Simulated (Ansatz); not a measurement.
# SnO2: biaxial strain in the a-b plane

An exercise on one series of results from a longer session: the logs are not shown, and one member is left open.

Method: DFT LDA, scalar-relativistic, plane waves, PAW, in Ansatz 0.2.0.

3 further runs of the same task are left out: 3 set aside as unsound or not needed.

**The system as given**

Symmetry: P4_2/mnm, No. 136, tetragonal system. Conventional cell: a = 4.723 Å, b = 4.723 Å, c = 3.190 Å, α = 90.00°, β = 90.00°, γ = 90.00°. Sn (site symmetry mmm) has 6 O at 2.04 to 2.05 Å as nearest neighbours. Around O (site symmetry m2m) lie 3 Sn at 2.04 to 2.05 Å.

Coordinates:

```xyz
6
Lattice="4.7213 0.0000 0.0000 0.0000 4.7242 0.0000 0.0000 0.0000 3.1900" Properties=species:S:1:pos:R:3 pbc="T T T"
Sn    2.3606    2.3621    1.5950
Sn    0.0000    0.0000    0.0000
O     1.4427    1.4483    0.0000
O     3.8033    0.9138    1.5950
O     0.9180    3.8104    1.5950
O     3.2786    3.2759    0.0000
```

It goes back to an entry of the Materials Project, which need not be the stable form.

This cell was relaxed beforehand with the same method: volume 11.86 Å³/atom, gap on the mesh 1.16 eV.

The unstrained cell comes from an earlier run at this level (6 atoms, E(σ→0) -13980.3628 eV, gap 1.16 eV over the zone).

The first run:

Contents of input.yaml:

```yaml
crystal:
  lattice:
    - [4.6268460488, 0.0, 0.0]
    - [0.0, 4.6297615528, 0.0]
    - [0.0, 0.0, 3.2282996374]
  atoms:
    - { symbol: Sn, position: [0.5, 0.5, 0.5] }
    - { symbol: Sn, position: [0.0, 0.0, 0.0] }
    - { symbol: O, position: [0.305566969, 0.3065721193, 0.0] }
    - { symbol: O, position: [0.805566969, 0.1934278807, 0.5] }
    - { symbol: O, position: [0.194433031, 0.8065721193, 0.5] }
    - { symbol: O, position: [0.694433031, 0.6934278807, 0.0] }
basis:
  ecutwfc: 420
kpoints:
  mp_grid: { grid: [6, 6, 8] }
hamiltonian:
  xc: lda
scf:
  occupations: { method: gaussian, width: 0.02 }
output:
  forces: true
  stress: true
  eigenvalues: true
relax:
  adjacent_minimum: "off"
  f_tol: 0.008
  max_steps: 40
  cell: { stress_tol: 0.015, fix: [a, b, gamma] }
```

On the command line:

```sh
> ansatz run input.yaml --threads 1 --pin off --max-ram 2560MiB --backend cpu --events-out ev --progress --plain --runs-dir out
```

Among the steps run: Strain -2.0 %; Band edges over the zone at -2.0 %; The cell strained by +2.0 %; Band edges over the zone at +2.0 %; The cell strained by -4.0 %; Band edges over the zone at -4.0 %; At +4.0 %; Seeking the band edges at +4.0 %; The cell strained by -6.0 %; Seeking the band edges at -6.0 %; Strain +6.0 %; Band edges over the zone at +6.0 %.

One table of the session follows, with a row left open; its other results are not shown here.

It belongs to the step «Energy, stress and gap against strain». Lengths are those of the vectors of the cell that was run; stresses in GPa:

| strain (%) | ΔE (meV/atom) | a (Å) | b (Å) | c (Å) |
| --- | --- | --- | --- | --- |
| -6.0 | 91.8 | 4.438 | 4.441 | 3.364 |
| -4.0 | 39.7 | 4.532 | 4.535 | 3.298 |
| -2.0 | ? | ? | ? | ? |
| +0.0 | 0.0 | 4.721 | 4.724 | 3.190 |
| +2.0 | 9.1 | 4.816 | 4.819 | 3.148 |
| +4.0 | 34.3 | 4.910 | 4.913 | 3.112 |
| +6.0 | 72.8 | 5.005 | 5.008 | 3.083 |

**Question.** Estimate the row for strain (%) = -2.0.

Worked estimate for «ΔE (meV/atom)». A straight line through the neighbours (-4.0, 39.7) and (0.0, 0.0) gives 39.7 + (0.0 − 39.7) × (-2.0 + 4.0) / (0.0 + 4.0) = 19.9; a parabola fitted to 4 rows on both sides gives 9.7.

The run gave: ΔE (meV/atom): 9.6; a (Å): 4.627; b (Å): 4.630; c (Å): 3.240. In «ΔE (meV/atom)» the line misses by +10.3 and the parabola by +0.1.

ΔE is over the unstrained cell. Stress in GPa, positive in compression, on the Cartesian axes of the input.
